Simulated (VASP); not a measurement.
Input of a VASP 6.6.1 run:

File INCAR:

```
SYSTEM = MgSe
PREC = Accurate
ENCUT = 520
EDIFF = 1E-7
ISMEAR = -1
SIGMA = 0.02
LREAL = .False.
LASPH = .True.
NELM = 80
ALGO = Fast
ISIF = 2
LWAVE = .False.
LCHARG = .False.
GGA = PS
NBANDS = 11
```

The input KPOINTS:

```
regular mesh
0
Gamma
  8 8 8
  0 0 0
```

The input POSCAR:

```
MgSe
1.0
    0.0000000000      2.7250078751      2.7250078751
    2.7250078751      0.0000000000      2.7250078751
    2.7250078751      2.7250078751      0.0000000000
Mg Se
1 1
Direct
    0.0000000000      0.0000000000      0.0000000000
    0.5000000000      0.5000000000      0.5000000000
```

Potentials or basis: VASP PAW PBE potentials, release 64 (Mg, Se).

Run with:

```sh
$ cat potpaw_PBE.64/Mg/POTCAR potpaw_PBE.64/Se/POTCAR > POTCAR
$ mpirun -np 1 vasp_std > vasp.out
```

(1) What does it give for the band gap on the k mesh?

(2) What does it give for the pressure?

Answers

(1) 1.76 eV, indirect (least direct gap 2.50 eV).

(2) -0.1 GPa.

Caveat: the PAW data sets were made with another functional, which shifts forces and pressure a little.
